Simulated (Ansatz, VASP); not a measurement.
## One calculation of Te2Mo, two programs

```
Te Mo
1.0
     3.49108    0.00000    0.00000
    -1.74554    3.02336    0.00000
     0.00000    0.00000   17.52642
Te Mo
2 1
Direct
  0.33333 0.66667 0.89711
  0.33333 0.66667 0.10289
  0.00000 0.00000 0.00000
```

Alike in both runs: task single point; functional PBEsol; k mesh 12 × 12 × 2; occupations gaussian, width 0.02 eV; no spin polarisation.

```csv
,VASP,Ansatz
version,VASP 6.6.1,Ansatz 0.2.0
potentials or method,"VASP PAW PBE potentials, release 64 (Te, Mo_sv)","scalar-relativistic, plane waves, PAW"
plane-wave cutoff (eV),520,420
valence electrons in the cell,26,46
```

```tsv
	VASP	Ansatz	Ansatz less VASP
gap on the k mesh at the Fermi level (eV)	1.20	1.20	+0.001
least direct gap on the mesh (eV)	1.20	1.20	+0.001
rms of the force components (eV/Å)	0.014	0.000	-0.0142
```

Atom by atom the forces differ by 0.014 eV/Å (rms over components). The two sets of potentials don't hold the same shells in valence.

Caveats: the PAW data sets were made with another functional, which shifts forces and pressure a little (VASP); spin-orbit coupling is left out, which moves the levels of the heavy elements.
